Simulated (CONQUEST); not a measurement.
Here is a CONQUEST 1.3 calculation.

Contents of Conquest_input:

```
IO.Title In
IO.Coordinates coords.dat
IO.FractionalAtomicCoords T
IO.Iprint 2
IO.Iprint_init 1
General.NumberOfSpecies 1
General.PseudopotentialType hamann
General.DistanceUnits A
General.FunctionalType -150130
General.DifferentFunctional T
AtomMove.TypeOfRun static
AtomMove.FullStress T
Grid.GridCutoff 100
DM.SolutionMethod diagon
Diag.MPMesh T
Diag.GammaCentred T
Diag.MPMeshX 5
Diag.MPMeshY 5
Diag.MPMeshZ 5
Diag.kT 0.00734986
minE.SCTolerance 1e-6
Diag.SmearingType 1
Diag.MPOrder 2
SC.MaxIters 100
IO.AtomChargeOutput T
IO.DumpChargeDensity T
%block ChemicalSpeciesLabel
1 114.820 In
%endblock
```

coords.dat

```
    3.6618460270     0.0000000000     0.0000000000
    0.0000000000     3.6618460270     0.0000000000
    0.0000000000     0.0000000000     3.6618460270
2
  0.0000000000   0.0000000000   0.0000000000 1 T T T
  0.5000000000   0.5000000000   0.5000000000 1 T T T
```

Potentials or basis: PseudoDojo NC PBEsol, DZP, grid cutoff 100 Ha.

The run is started by

```sh
$ Conquest
```

Predict the band gap on the k mesh.

none (metal or under the smearing width).

Estimate the pressure.

1.6 GPa.

Caveat: the log labels positions in bohr as Å; the potentials were made for another functional, which shifts forces and pressure; the basis of atomic orbitals isn't converged, which shifts pressures, moduli and gaps.
